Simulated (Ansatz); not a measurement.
# 64-atom supercell of rocksalt CaO

Aim: the perfect cell at several levels of theory (PBEsol, HSE06 and r²SCAN), as the reference that defects and stacks are counted from.

Method: density functional theory in Ansatz 0.2.0, PAW datasets, plane waves.

## Step 1: The system as built

64 atoms (32 O, 32 Ca); a = 9.535 Å, b = 9.535 Å, c = 9.535 Å, α = 90.00°, β = 90.00°, γ = 90.00°.

Steps to follow: (2) PBEsol single point at the Γ point alone, on 7 threads; (3) HSE06 single point at the Γ point alone, on 7 threads; (4) r²SCAN single point at the Γ point alone, on 7 threads.

## Step 2: PBEsol on the given atoms

File in.yaml:

```yaml
crystal:
  lattice:
    - [9.535200, 0.000000, 0.000000]
    - [0.000000, 9.535200, 0.000000]
    - [0.000000, 0.000000, 9.535200]
  atoms:
    - { symbol: O, position: [0.250000, 0.000000, 0.000000] }
    - { symbol: O, position: [0.250000, 0.000000, 0.500000] }
    - { symbol: O, position: [0.250000, 0.500000, 0.000000] }
    - { symbol: O, position: [0.250000, 0.500000, 0.500000] }
    - { symbol: O, position: [0.750000, 0.000000, 0.000000] }
    - { symbol: O, position: [0.750000, 0.000000, 0.500000] }
    - { symbol: O, position: [0.750000, 0.500000, 0.000000] }
    - { symbol: O, position: [0.750000, 0.500000, 0.500000] }
    - { symbol: O, position: [0.000000, 0.250000, 0.000000] }
    - { symbol: O, position: [0.000000, 0.250000, 0.500000] }
    - { symbol: O, position: [0.000000, 0.750000, 0.000000] }
    - { symbol: O, position: [0.000000, 0.750000, 0.500000] }
    - { symbol: O, position: [0.500000, 0.250000, 0.000000] }
    - { symbol: O, position: [0.500000, 0.250000, 0.500000] }
    - { symbol: O, position: [0.500000, 0.750000, 0.000000] }
    - { symbol: O, position: [0.500000, 0.750000, 0.500000] }
    - { symbol: O, position: [0.000000, 0.000000, 0.250000] }
    - { symbol: O, position: [0.000000, 0.000000, 0.750000] }
    - { symbol: O, position: [0.000000, 0.500000, 0.250000] }
    - { symbol: O, position: [0.000000, 0.500000, 0.750000] }
    - { symbol: O, position: [0.500000, 0.000000, 0.250000] }
    - { symbol: O, position: [0.500000, 0.000000, 0.750000] }
    - { symbol: O, position: [0.500000, 0.500000, 0.250000] }
    - { symbol: O, position: [0.500000, 0.500000, 0.750000] }
    - { symbol: O, position: [0.250000, 0.250000, 0.250000] }
    - { symbol: O, position: [0.250000, 0.250000, 0.750000] }
    - { symbol: O, position: [0.250000, 0.750000, 0.250000] }
    - { symbol: O, position: [0.250000, 0.750000, 0.750000] }
    - { symbol: O, position: [0.750000, 0.250000, 0.250000] }
    - { symbol: O, position: [0.750000, 0.250000, 0.750000] }
    - { symbol: O, position: [0.750000, 0.750000, 0.250000] }
    - { symbol: O, position: [0.750000, 0.750000, 0.750000] }
    - { symbol: Ca, position: [0.000000, 0.000000, 0.000000] }
    - { symbol: Ca, position: [0.000000, 0.000000, 0.500000] }
    - { symbol: Ca, position: [0.000000, 0.500000, 0.000000] }
    - { symbol: Ca, position: [0.000000, 0.500000, 0.500000] }
    - { symbol: Ca, position: [0.500000, 0.000000, 0.000000] }
    - { symbol: Ca, position: [0.500000, 0.000000, 0.500000] }
    - { symbol: Ca, position: [0.500000, 0.500000, 0.000000] }
    - { symbol: Ca, position: [0.500000, 0.500000, 0.500000] }
    - { symbol: Ca, position: [0.250000, 0.250000, 0.000000] }
    - { symbol: Ca, position: [0.250000, 0.250000, 0.500000] }
    - { symbol: Ca, position: [0.250000, 0.750000, 0.000000] }
    - { symbol: Ca, position: [0.250000, 0.750000, 0.500000] }
    - { symbol: Ca, position: [0.750000, 0.250000, 0.000000] }
    - { symbol: Ca, position: [0.750000, 0.250000, 0.500000] }
    - { symbol: Ca, position: [0.750000, 0.750000, 0.000000] }
    - { symbol: Ca, position: [0.750000, 0.750000, 0.500000] }
    - { symbol: Ca, position: [0.250000, 0.000000, 0.250000] }
    - { symbol: Ca, position: [0.250000, 0.000000, 0.750000] }
    - { symbol: Ca, position: [0.250000, 0.500000, 0.250000] }
    - { symbol: Ca, position: [0.250000, 0.500000, 0.750000] }
    - { symbol: Ca, position: [0.750000, 0.000000, 0.250000] }
    - { symbol: Ca, position: [0.750000, 0.000000, 0.750000] }
    - { symbol: Ca, position: [0.750000, 0.500000, 0.250000] }
    - { symbol: Ca, position: [0.750000, 0.500000, 0.750000] }
    - { symbol: Ca, position: [0.000000, 0.250000, 0.250000] }
    - { symbol: Ca, position: [0.000000, 0.250000, 0.750000] }
    - { symbol: Ca, position: [0.000000, 0.750000, 0.250000] }
    - { symbol: Ca, position: [0.000000, 0.750000, 0.750000] }
    - { symbol: Ca, position: [0.500000, 0.250000, 0.250000] }
    - { symbol: Ca, position: [0.500000, 0.250000, 0.750000] }
    - { symbol: Ca, position: [0.500000, 0.750000, 0.250000] }
    - { symbol: Ca, position: [0.500000, 0.750000, 0.750000] }
kpoints:
  mp_grid: { grid: [1, 1, 1] }
hamiltonian:
  xc: pbesol
scf:
  occupations: { method: fermi_dirac, width: 0.01 }
output:
  forces: true
  eigenvalues: true
  stress: true
  populations: true
  eigenstates: { kpoints: [[0, 0, 0]], e_range: [-6.0, 6.0], localisation: true }
```

## Step 3: HSE06 single point

in.yaml, as its differences from that of step 2:

```diff
@@ -73,3 +73,3 @@
 hamiltonian:
-  xc: pbesol
+  xc: hse06
 scf:
@@ -79,3 +79,2 @@
   eigenvalues: true
-  stress: true
   populations: true
```

## Step 4: Single point with r²SCAN

in.yaml, as its differences from that of step 3:

```diff
@@ -73,3 +73,3 @@
 hamiltonian:
-  xc: hse06
+  xc: r2scan
 scf:
```

Before running it: what results should come out? Wanted: for each run, top filled to lowest empty; energy; pressure.

**Answer**, as computed:

```
 level                     time  top filled to lowest empty (eV)  energy (eV/atom)  pressure (GPa)
PBEsol    8.9 s (7 CPU threads)                             3.48        -1179.0063            1.15
 HSE06  5.6 min (7 CPU threads)                             5.28        -1194.1141               -
r²SCAN     14 s (7 CPU threads)                             4.13        -1197.0051               -
```

At the same k points, PBEsol gives a spacing 1.80 eV smaller and r²SCAN gives a spacing 1.14 eV smaller than the 5.28 eV of HSE06. The price of HSE06 is about 38 times the time of PBEsol here. With one k point the spacing samples only the states that fold onto it, so it can exceed the gap over the zone.
